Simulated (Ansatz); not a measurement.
System: Te2Mo (layers cut from the bulk crystal).

The cell holds 6 atoms: 4 Te and 2 Mo. Cell: a = 3.439 Å, b = 3.439 Å, c = 43.800 Å, α = 90.0°, β = 90.0°, γ = 120.0°. It derives from Te2Mo. Regions: layer 1, 3 atoms (2 Te and 1 Mo); layer 2, 3 atoms (2 Te and 1 Mo). Vacuum lies along c.

```xyz
6
Lattice="3.4390 0.0000 0.0000 -1.7195 2.9783 0.0000 0.0000 0.0000 43.8000" Properties=species:S:1:pos:R:3
Te    0.0000    1.9855   16.7498
Mo    1.7195    0.9928   18.5641
Te    0.0000    1.9855   20.3820
Te    1.7195    0.9928   23.4180
Mo    0.0000    1.9855   25.2359
Te    1.7195    0.9928   27.0502
```

The structure was relaxed with PBEsol-D3(BJ). At the settings of the band run the largest force is still 0.12 eV/Å. The runs that relaxed it are not among those shown. Spin-orbit coupling is left out unless a run names it.

Gaps computed with Ansatz 0.2.0 without a self-energy: PBEsol 0.65 eV, PBEsol+SOC 0.66 eV and HSE06 1.05 eV.

Q: Estimate the G0W0@PBEsol gap with 6×6×1 mesh, 596 empty bands, screening to 70 eV, PAW set soft_1 files.

About 0.99 eV: on its mesh the run moves the gap from 0.75 eV by +0.35 eV, and the mesh misses the edges by 0.11 eV. Among the scalar-relativistic levels given, HSE06 is nearest (+0.06 eV). Bands and cutoff are finite, so the gap is not at the basis limit. The miss can reach some tenths of an eV and take either sign; the mesh is an error of its own. The mesh in the plane is coarse for a sheet; gap and any exciton binding can still move on denser ones. The many-body steps are scalar-relativistic: spin-orbit coupling is not in them.

[Paths, hosts, dates, memory and timing lines, banners, echoed tables and standing remarks are left out of the program output.]

[Logs are printed without paths, hosts, clocks, repeated set-up lines and the standing remarks that a program may print on its own settings, such as how far it seeks lower states.]

[Runs of the session that timed out or met a known fault of the program may be left out.]

[Cells called generated may have been cut or substituted from an entry of the Crystallography Open Database or the Materials Project.]

[Hosts, paths, dates, database ids (printed as entryN), source tags and the programs' standing remarks are cut or masked in the printed files.]
